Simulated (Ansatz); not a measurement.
## LiCl: energy along a strain

LiCl, Fm-3m, a = 5.130 Å (as given, not relaxed at this level: 0.4 GPa). Ansatz: PBE, PAW, 420 eV, Γ-centred 8×8×8 mesh on 2 atoms, Gaussian smearing 0.05 eV; no spin polarisation. Cell vectors (Å): 0.000 2.565 2.565; 2.565 0.000 2.565; 2.565 2.565 0.000. The cell is strained by x per cent times the pattern (0 0 1 0 0 0) in the order xx yy zz yz xz xy (engineering shears), with fractional coordinates held. y is the free energy over the start, V0 = 16.871 Å³/atom.

```tsv
x (%)	y (meV/atom)
-6.00	16.09
-4.50	9.03
-3.00	4.23
-1.50	?
0.00	0.00
1.50	-0.02
3.00	1.05
4.50	2.98
5.25	4.23
6.00	5.63
```

Problem. Fit y = c1 x + c2 x² + c3 x³ to the other rows, get the stiffness along the pattern, and predict the missing energy.

Solution. Least squares on the rows shown. y = −0.41878 x + 0.29996 x² − 0.012591 x³. The clamped-ion stiffness p·C·p = 2 × 3.000 eV × 160.2 / 16.871 Å³ = 57 GPa, which is C33 in these axes (C11 of the cubic crystal) (second derivative at the start, which stands under stress). At x = -1.50 the fit asked for gives 1.35 meV/atom. The run gave 1.33 meV/atom, so the fit is 0.02 meV/atom too high, within the rms miss on the fitted rows (0.06 meV/atom).